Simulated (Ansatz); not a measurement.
# Pb (C2/m) in Ansatz: convergence with wavefunction cutoff

Aim: find how far wavefunction cutoff must go before the results for Pb settle, at PBEsol. This setting moves, with any that are tied to it; all else stays.

Program: Ansatz 0.2.0. These are calculated values, not measurements. Logs are shortened: lines on timing, memory, paths and dates and some standing lists are left out, and cuts for length are marked.

### 1 Starting point

The structure is monoclinic, space group C2/m (No. 12). Conventional cell: a = 6.077 Å, b = 3.501 Å, c = 6.452 Å, α = 90.00°, β = 109.14°, γ = 90.00°. Pb (site symmetry m) has 10 Pb at 3.34 to 3.51 Å as nearest neighbours.

This isn't the form of Pb at room conditions, which is fcc.

### 2 With wavefunction cutoff 400 eV

input.yaml

```yaml
crystal:
  lattice:
    - [3.0386068135, -1.75031996, 0.0]
    - [3.0386068135, 1.75031996, 0.0]
    - [-2.1154626375, 0.0, 6.0952248674]
  atoms:
    - { symbol: Pb, position: [0.90850841, 0.90850841, 0.7262922] }
    - { symbol: Pb, position: [0.09149159, 0.09149159, 0.2737078] }
hamiltonian:
  xc: pbesol
  pseudopotentials: { kind: paw, source: jth, xc_functional: pbe }
kpoints:
  mp_grid: { grid: [8, 8, 4] }
scf:
  occupations: { method: methfessel_paxton, width: 0.05 }
output:
  forces: true
  stress: true
  eigenvalues: true
basis:
  ecutwfc: "400 eV"
```

Potentials or basis: JTH PAW.

On the command line:

```
$ ansatz run input.yaml --threads 2 --pin off --max-ram 5632MiB --backend cpu --events-out ev --progress --plain --runs-dir out
```

What it wrote:

```text
Warning: basis.ecutwfc = 400 eV is below the records' recommended 1800 eV, and the density's cutoff is lower with it unless basis.ecutrho_ratio is high enough to keep the records' density cutoff: compare with a run at a higher cutoff
Warning: the checks of this Pb dataset prove no rule for summing its radial tables, as where they were carried onto another mesh than they were made on, and Gregory's rule is taken, under which a leading mesh point left out moves its sums only by what lay on the interval it spanned. That does not make them correct, and they differ from Quantum ESPRESSO's on this file; a re-export a fraction of a mesh step off can move them. hamiltonian.pseudopotentials.radial_quadrature: simpson_from_first_knot sums it by `pw.x`'s rule; on a PAW file no value gives `pw.x`'s numbers. What more to know: hamiltonian.pseudopotentials.radial_quadrature, in the input reference
Warning: RAYON_NUM_THREADS=2 ignored (pool sized by the plan → 2); use --threads N
Engine: ansatz 0.2.0, aarch64-unknown-linux-gnu
Pseudopotentials: kind: paw
Pseudopotential: Pb, paw, valence charge 14, recommended cutoff 1800 eV (normal), Pb.paw.azcp
Functional definition: PBEsol
  exchange = pbesol_x
  correlation = pbesol_c
Crystal: 2 atoms, lattice volume = 64.835 Å³
Basis set: ecut = 400 eV, 1185 PW (Γ), exchange–correlation on 48×48×90 points (8 copies of the dense FFT grid, shifted against one another)
Bands: 18, of which v1, the nominal top of the filled ones, is band 14 counted from 1 (13 counted from 0)
Symmetry: 4 space group operations
Space group: C2/m (ITA 12), of the structure as read, at distance tolerance 4.0e-5 Å
k-points: 78 of 256
Non-local potential: Pb, projectors of the file, l = 0: 2, l = 1: 2, l = 2: 2
PAW form: soft (Blöchl's): semilocal exchange-correlation on the pseudo side does not see the compensation charge
PAW one-centre angular grid: Pb, 590 points (default); XC on 64 Gauss nodes
Initial density: superposition of atomic densities (chi_scale 0.1, normalization cell)
Initial wavefunctions: pseudopotential atomic-orbital guess
Functional: x = pbesol(κ = 0.804, μ = 0.12345679012345678), c = pbesol(β = 0.046)
SCF iter   1: F=—  HF=-23388.545477 eV  |F-HF|=—  |Δ(HF+E_count)|=         —  Δρ=1.04e-2  dr2=1.06e-1  ethr=3.10e-3  ⟨swp⟩=10.7  Hψ=11311  notcnv=0
preconditioner: auto → Kerker (q_TF=auto, 2.372 Å⁻¹)  [metal: Δε(μ)=0.029 eV  Ē_g=16.422 eV  σ=0.050 eV  W_gap=0.42  n_scr=16 (ndim 8)  ℏωp=24.4 eV  f_vac=0.000  D(μ)=1.00/eV (n_scr^D=2)]
SCF iter   2: F=—  HF=-23388.524008 eV  |F-HF|=—  |Δ(HF+E_count)|=   2.15e-2  S|Δr|=    0.00e0  Δρ=5.90e-3  dr2=3.98e-2  ethr=3.78e-4  ⟨swp⟩=3.1  Hψ=2650  notcnv=0  defer=21
SCF iter   3: F=—  HF=-23388.512766 eV  |F-HF|=—  |Δ(HF+E_count)|=   1.12e-2  S|Δr|=    0.00e0  Δρ=1.59e-3  dr2=3.47e-3  ethr=1.42e-4  ⟨swp⟩=3.3  Hψ=2940  notcnv=0  defer=21
SCF iter   4: F=—  HF=-23388.512384 eV  |F-HF|=—  |Δ(HF+E_count)|=   3.82e-4  S|Δr|=    0.00e0  Δρ=4.92e-4  dr2=2.79e-4  ethr=1.24e-5  ⟨swp⟩=2.4  Hψ=2619  notcnv=0  defer=21
SCF iter   5: F=—  HF=-23388.512322 eV  |F-HF|=—  |Δ(HF+E_count)|=   6.17e-5  S|Δr|=    0.00e0  Δρ=2.53e-4  dr2=4.13e-5  ethr=9.97e-7  ⟨swp⟩=2.0  Hψ=2471  notcnv=0  defer=21
SCF iter   6: F=—  HF=-23388.512312 eV  |F-HF|=—  |Δ(HF+E_count)|=   1.04e-5  S|Δr|=    0.00e0  Δρ=3.90e-5  dr2=3.45e-6  ethr=1.48e-7  ⟨swp⟩=2.0  Hψ=2466  notcnv=0  defer=21
SCF iter   7: F=—  HF=-23388.512311 eV  |F-HF|=—  |Δ(HF+E_count)|=   6.94e-7  S|Δr|=    0.00e0  Δρ=1.20e-5  dr2=2.37e-7  ethr=1.23e-8  ⟨swp⟩=2.0  Hψ=1623  notcnv=0  defer=21
SCF iter   8: F=-23388.512311 eV  HF=-23388.512311 eV  |F-HF|=9.09e-10  |Δ(HF+E_count)|=   2.18e-8  S|Δr|=    0.00e0  Δρ=2.74e-6  dr2=7.74e-9  ethr=3.57e-10  ⟨swp⟩=10.4  Hψ=8743  notcnv=0
SCF 1 converged in 8 iterations: F = -23388.512311 eV  dr2 = 7.74e-9
SCF converged after 8 iterations
Stability not checked: this state was not tested for a lower state beside it, because cold or Methfessel-Paxton smearing, or corrected tetrahedra, fill the levels in a way that the test cannot read (fill_not_monotonic; see scf.lower_state_search)
Free energy (F): -23388.512311 eV
Harris-Foulkes:  -23388.512311 eV  (|F-HF|=9.09e-10)
Internal energy: -23388.512554 eV  (E = F + TS)
E sigma→0 (E₀):  -23388.512372 eV
Entropy (-TS):   0.000243 eV (0.122 meV/atom)
Fermi energy:    9.412200 eV
Step filling:    the computed levels leave a gap of 0.0038 eV = 0.1 smearing widths at the electron count; against every level under it full and every level over it empty, smearing changes F+E_penalty+E_count by -0.050 meV and its σ→0 estimate by -0.110 meV
--- Per-component energies (eV) ---
  E_band       = -116.541652
  E_kinetic    = 273.227402
  E_local      = -3165.947041  (includes V_loc(G=0)·N_el)
  E_nonlocal   = 2002.455221
  E_hartree    = 1011.613240
  E_xc         = -135.624172
  E_vxc        = -146.137900  (∫ρ·V_xc dr)
  E_paw        = -20847.742968  (= ΣΔE_a)
  E_vpaw       = -1103.363554  (= ΣTr[D̂ρ^β])
  E_aug_tail   = -0.000852  (compensation charges beyond the density's cutoff)
  E_ewald      = -2526.493385
  E_smearing   = 0.000243  (= −TS)
  E_closure    = 0.000000  (closes the sum)
  Σ components = -23388.512311   (vs F -23388.512311, Δ=0.00e0)
--- Forces (eV/Å), atoms counted from 1 ---
  atom   1  Pb     0.00722988     0.00000000     0.04271362
  atom   2  Pb    -0.00722988     0.00000000    -0.04271362
  max |Σ_I F_I| component: 6.94e-18 eV/Å
--- Stress (GPa, compression-positive) ---
       -2.450352       0.000000       0.111200
        0.000000      -1.996161       0.000000
        0.111200       0.000000      -0.564718
  P = ⅓ Tr σ = -1.6704 GPa (-16.704 kbar)
--- Band table (eV; the first three rows and the last of 78) ---
  k-point 0: bands = ["-7.7238", "-7.6229", "-7.6222", "-7.6197", "-7.6194", "-7.5888", "-7.4748", "-7.4675", "-7.4318", "-7.4217", "-2.1800", "0.9062", "5.3231", "15.5140", "15.7023", "15.7523", "15.8151", "15.9315"]
  k-point 1: bands = ["-7.7379", "-7.6301", "-7.6268", "-7.6185", "-7.6153", "-7.5676", "-7.5056", "-7.4990", "-7.3956", "-7.3865", "-1.9600", "0.1818", "6.6484", "12.9321", "15.1430", "15.1696", "16.4996", "16.6114"]
  k-point 2: bands = ["-7.7483", "-7.6286", "-7.6254", "-7.6247", "-7.6209", "-7.5498", "-7.5220", "-7.5139", "-7.3748", "-7.3647", "-1.5725", "-0.5810", "9.0774", "9.9192", "14.8954", "14.9374", "16.8394", "16.9857"]
  k-point 77: bands = ["-7.7415", "-7.6984", "-7.6839", "-7.6293", "-7.5486", "-7.4517", "-7.4371", "-7.3732", "-7.3541", "-7.3118", "0.9858", "2.7101", "5.7590", "6.9403", "9.4322", "12.3745", "12.6792", "13.3994"]
```

Run time: 2.6 s. Hardware: 2 threads of Arm Neoverse V1, shared host; peak memory 0.39 GiB.

Results:

| Item | Value |
| --- | --- |
| Free energy | -23388.5123 eV |
| Pressure | -1.7 GPa |
| Largest force | 0.043 eV/Å |
| Band gap on the k mesh | none (metal or under the smearing width) |

### 3 With wavefunction cutoff 500 eV

Edit input.yaml of step 2 so:

```diff
@@ -20,2 +20,2 @@
 basis:
-  ecutwfc: "400 eV"
+  ecutwfc: "500 eV"
```

Potentials or basis: JTH PAW.

On the command line:

```
$ ansatz run input.yaml --threads 2 --pin off --max-ram 5632MiB --backend cpu --events-out ev --progress --plain --runs-dir out
```

Run time: 4 s. Hardware: 2 threads of Arm Neoverse V1, shared host; peak memory 0.43 GiB.

Results:

```yaml
Free_energy: -23388.7287 eV
Pressure: -1.7 GPa
Largest_force: 0.043 eV/Å
Band_gap_on_the_k_mesh: none (metal or under the smearing width)
```

### 4 With wavefunction cutoff 600 eV

Edit input.yaml of step 3 so:

```diff
@@ -20,2 +20,2 @@
 basis:
-  ecutwfc: "500 eV"
+  ecutwfc: "600 eV"
```

On the command line:

```
$ ansatz run input.yaml --threads 2 --pin off --max-ram 5632MiB --backend cpu --events-out ev --progress --plain --runs-dir out
```

It took 5.2 s on 2 threads of Arm Neoverse V1, shared host; peak memory 0.46 GiB.

What came out:

```yaml
Free_energy: -23388.7852 eV
Pressure: -1.7 GPa
Largest_force: 0.043 eV/Å
Band_gap_on_the_k_mesh: none (metal or under the smearing width)
```

### 5 With wavefunction cutoff 700 eV

Edit input.yaml of step 4 so:

```diff
@@ -20,2 +20,2 @@
 basis:
-  ecutwfc: "600 eV"
+  ecutwfc: "700 eV"
```

On the command line:

```
$ ansatz run input.yaml --threads 2 --pin off --max-ram 5632MiB --backend cpu --events-out ev --progress --plain --runs-dir out
```

Run time: 6.8 s. Hardware: 2 threads of Arm Neoverse V1, shared host; peak memory 0.49 GiB.

Results:

* Free energy: -23388.8043 eV
* Pressure: -1.7 GPa
* Largest force: 0.043 eV/Å
* Band gap on the k mesh: none (metal or under the smearing width)

### 6 With wavefunction cutoff 850 eV

Edit input.yaml of step 5 so:

```diff
@@ -20,2 +20,2 @@
 basis:
-  ecutwfc: "700 eV"
+  ecutwfc: "850 eV"
```

Potentials or basis: JTH PAW.

On the command line:

```
$ ansatz run input.yaml --threads 2 --pin off --max-ram 5632MiB --backend cpu --events-out ev --progress --plain --runs-dir out
```

Wall time 7.2 s (2 threads of Arm Neoverse V1, shared host); peak memory 0.56 GiB.

Results (log left out):

```
Free energy            : -23388.8361 eV
Pressure               : -1.7 GPa
Largest force          : 0.043 eV/Å
Band gap on the k mesh : none (metal or under the smearing width)
```

### 7 With wavefunction cutoff 1000 eV

Edit input.yaml of step 6 so:

```diff
@@ -20,2 +20,2 @@
 basis:
-  ecutwfc: "850 eV"
+  ecutwfc: "1000 eV"
```

On the command line:

```
$ ansatz run input.yaml --threads 2 --pin off --max-ram 5632MiB --backend cpu --events-out ev --progress --plain --runs-dir out
```

Run time: 8.8 s. Hardware: 2 threads of Arm Neoverse V1, shared host; peak memory 0.63 GiB.

Results (log left out):

- Free energy: -23388.8412 eV
- Pressure: -1.7 GPa
- Largest force: 0.043 eV/Å
- Band gap on the k mesh: none (metal or under the smearing width)

### 8 With wavefunction cutoff 1200 eV

Edit input.yaml of step 7 so:

```diff
@@ -20,2 +20,2 @@
 basis:
-  ecutwfc: "1000 eV"
+  ecutwfc: "1200 eV"
```

On the command line:

```
$ ansatz run input.yaml --threads 2 --pin off --max-ram 5632MiB --backend cpu --events-out ev --progress --plain --runs-dir out
```

Wall time 12 s (2 threads of Arm Neoverse V1, shared host); peak memory 0.71 GiB.

The run converged. Its results:

| Quantity | Value |
| --- | --- |
| Free energy | -23388.8492 eV |
| Pressure | -1.7 GPa |
| Largest force | 0.043 eV/Å |
| Band gap on the k mesh | none (metal or under the smearing width) |

### 9 With wavefunction cutoff 1400 eV

Edit input.yaml of step 8 so:

```diff
@@ -20,2 +20,2 @@
 basis:
-  ecutwfc: "1200 eV"
+  ecutwfc: "1400 eV"
```

Potentials or basis: JTH PAW.

On the command line:

```
$ ansatz run input.yaml --threads 2 --pin off --max-ram 5632MiB --backend cpu --events-out ev --progress --plain --runs-dir out
```

It took 16 s on 2 threads of Arm Neoverse V1, shared host; peak memory 0.83 GiB.

Results (log left out):

| Item | Value |
| --- | --- |
| Free energy | -23388.8520 eV |
| Pressure | -1.7 GPa |
| Largest force | 0.043 eV/Å |
| Band gap on the k mesh | none (metal or under the smearing width) |

### 10 With wavefunction cutoff 1700 eV

Edit input.yaml of step 9 so:

```diff
@@ -20,2 +20,2 @@
 basis:
-  ecutwfc: "1400 eV"
+  ecutwfc: "1700 eV"
```

On the command line:

```
$ ansatz run input.yaml --threads 2 --pin off --max-ram 5632MiB --backend cpu --events-out ev --progress --plain --runs-dir out
```

Wall time 22 s (2 threads of Arm Neoverse V1, shared host); peak memory 0.99 GiB.

It converged, with:

```yaml
Free_energy: -23388.8538 eV
Pressure: -1.7 GPa
Largest_force: 0.043 eV/Å
Band_gap_on_the_k_mesh: none (metal or under the smearing width)
```

### 11 Summary

```tsv
wavefunction cutoff	energy less the tightest run, at zero smearing (meV/atom)	SCF cycles	CPU time (s)	peak memory (GiB)
400 eV	170.74	8	5	0.39
500 eV	62.55	8	7.8	0.43
600 eV	34.29	8	10	0.46
700 eV	24.76	8	13	0.49
850 eV	8.84	8	14	0.56
1000 eV	6.31	8	17	0.63
1200 eV	2.30	8	24	0.71
1400 eV	0.88	8	31	0.83
1700 eV	0.00	8	44	0.99
```

Against the tightest run, the energy stays within 1 meV/atom from 1400 eV on. The tightest run that finished is the yardstick and may itself not be fully converged.

Caveats: the cutoff lies under the one recommended for these potentials.
